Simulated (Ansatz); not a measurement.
A distorted cell of Li$_{3}$N (Li3N type, space group P6/mmm):

```yaml
crystal:
  lattice:
    - [3.72880, 0.00000, 0.00000]
    - [-1.86440, 3.22923, 0.00000]
    - [0.00000, 0.00000, 3.96494]
  atoms:
    - { symbol: Li, position: [0.00000, 0.00000, 0.50000] }
    - { symbol: Li, position: [0.33333, 0.66667, 0.00000] }
    - { symbol: Li, position: [0.66667, 0.33333, 0.00000] }
    - { symbol: N, position: [0.00000, 0.00000, 0.00000] }
```

Method: PBE (plane waves to 420 eV, PAW, scalar-relativistic; Ansatz, a quantum-chemistry and plane-wave program). k mesh 10×10×9 (Γ-centred), Fermi-Dirac smearing 0.05 eV. E stands for the smeared free energy. Compression counts positive. Li3N was relaxed with its symmetry unable to fall.

What is the stress tensor (GPa)?


```
   -3.6      0.0      0.0
    0.0     -3.6      0.0
    0.0      0.0     -3.5
```
The pressure, a third of the trace, is -3.5 GPa.

It is the relaxed cell scaled evenly to V/V₀ = 1.080, atoms relaxed where free. What is its energy relative to the relaxed cell?

10.3 meV/atom.

(Under strain, the slope of the energy per volume gives the stress and its curvature an elastic modulus.)
